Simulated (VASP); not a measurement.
# SnO in VASP 6.6.1, single-point calculation

INCAR

```
ISIF = 2
LCHARG = .FALSE.
IBRION = -1
EDIFF = 1E-7
LREAL = .FALSE.
NSW = 0
LWAVE = .FALSE.
ENCUT = 520
LASPH = .TRUE.
SIGMA = 0.02
ISPIN = 2
NBANDS = 28
MAGMOM = 0.5 -0.5 -0.5 -0.5
NELM = 56
ISMEAR = -1
GGA = PE
PREC = Low
```

KPOINTS

```
KPOINTS created by Atomic Simulation Environment
0
Gamma
6 6 6
0 0 0
```

POSCAR

```
Sn O
 1.0000000000000000
     3.6408845392000000    0.0000000000000000    0.0000000000000000
     0.0000000000000000    3.6408845392000000    0.0000000000000000
     0.0000000000000000    0.0000000000000000    4.5680517387000004
 Sn  O
   2   2
Cartesian
 -0.0000000000000000  1.8204422695999998  1.1845989853591585
  1.8204422695999998 -0.0000000000000000  3.3834527533408414
  1.8204422695999998  1.8204422695999998 -0.0000000000000000
  0.0000000000000000  0.0000000000000000  0.0000000000000000
```

The recommended PBE PAW datasets give the neutral cell 40 valence electrons.

Command

```
mpirun -np 1 vasp_std
```

OSZICAR

```
N       E                     dE             d eps       ncg     rms          rms(c)
DAV:   1     0.420393642752E+03    0.42039E+03   -0.19649E+04  4736   0.228E+03
DAV:   2     0.362906551685E+02   -0.38410E+03   -0.36836E+03  4600   0.559E+02
DAV:   3    -0.228836531090E+02   -0.59174E+02   -0.58143E+02  5068   0.181E+02
DAV:   4    -0.255174788205E+02   -0.26338E+01   -0.26173E+01  5184   0.407E+01
DAV:   5    -0.255777257766E+02   -0.60247E-01   -0.60240E-01  5008   0.663E+00    0.129E+01
DAV:   6    -0.222235012239E+02    0.33542E+01   -0.14432E+01  6860   0.455E+01    0.510E+00
DAV:   7    -0.222654931462E+02   -0.41992E-01   -0.15817E+00  4876   0.862E+00    0.247E+00
DAV:   8    -0.222561375432E+02    0.93556E-02   -0.22013E-01  6192   0.344E+00    0.102E+00
DAV:   9    -0.222502460055E+02    0.58915E-02   -0.19535E-02  6656   0.179E+00    0.397E-01
DAV:  10    -0.222503479239E+02   -0.10192E-03   -0.63859E-03  6060   0.795E-01    0.169E-01
DAV:  11    -0.222505169306E+02   -0.16901E-03   -0.61410E-04  6092   0.406E-01    0.836E-02
DAV:  12    -0.222505983196E+02   -0.81389E-04   -0.10597E-04  5128   0.180E-01    0.251E-02
DAV:  13    -0.222505936499E+02    0.46697E-05   -0.34324E-05  6588   0.747E-02    0.838E-03
DAV:  14    -0.222505951173E+02   -0.14674E-05   -0.99217E-06  4908   0.241E-02    0.711E-03
DAV:  15    -0.222505951282E+02   -0.10953E-07   -0.65876E-07  4228   0.121E-02
   1 F= -.22250595E+02 E0= -.22250383E+02  d E =-.425145E-03  mag=    -0.0000
```

Standard output (part)

```
POSCAR found type information on POSCAR SnO
 POSCAR found :  2 types and       4 ions
 LDA part: xc-table for (Slater+PW92), standard interpolation
 POSCAR, INCAR and KPOINTS ok, starting setup
 WAVECAR not read
 entering main loop
```

It converged. Results: pressure 15.2 GPa; largest force 0.64 eV/Å; magnetic moment of the cell 0.00 μB.

For comparison, a separate PBE run of the intended cell, on usual settings and not on those above, gives a gap of -1.25 eV on its mesh and a pressure of 15.2 GPa.

The run above took about 56 s on one core of a shared host (Intel Xeon Platinum 8488C) and held 0.19 GiB at most.
